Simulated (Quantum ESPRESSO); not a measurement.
Crystal: CoO.

```
CELL_PARAMETERS angstrom
2.57053 0.00000 0.00000
0.00000 2.57053 0.00000
0.00000 0.00000 2.57053
ATOMIC_POSITIONS crystal
Co 0.00000 0.00000 0.00000
O 0.50000 0.50000 0.50000
```

Measurements of this composition are mostly on another form, of space group No. 225.

Base run:

| Item | Value |
| --- | --- |
| Program | Quantum ESPRESSO 7.5 |
| Functional | PBEsol |
| Potentials or basis | PseudoDojo 0.4.1 SR PBEsol standard |
| Cutoff | 1306 eV |
| Density cutoff | 5225 eV |
| k mesh | 7 × 7 × 7 |
| Occupations | gaussian, width 0.05 eV |
| Spin | no spin polarisation |
| Hubbard terms | Co d U = 2 eV |

Its results: band gap on the k mesh none (metal or under the smearing width); pressure -17.3 GPa.

Question: The run is repeated on the same cell with these changes: spin from no spin polarisation to collinear spin, ferromagnetic start; magnetic state asked for from nm to fm. What comes out?

Answer: Band gap on the k mesh 0.71 eV, direct; pressure 9.9 GPa; net moment 3.00 μB per cell; site moments Co +2.52; O +0.39 μB.

Caveats: an odd number of electrons without spin polarisation forces a metal (some runs); a magnetic or distorted state may lie lower (some runs); U without spin polarisation on a metal has little footing (some runs); an odd mesh through Γ misses points on the zone boundary, where band edges often lie (some runs); a cell with one magnetic atom can't hold antiferromagnetic order, which such compounds often take (some runs).
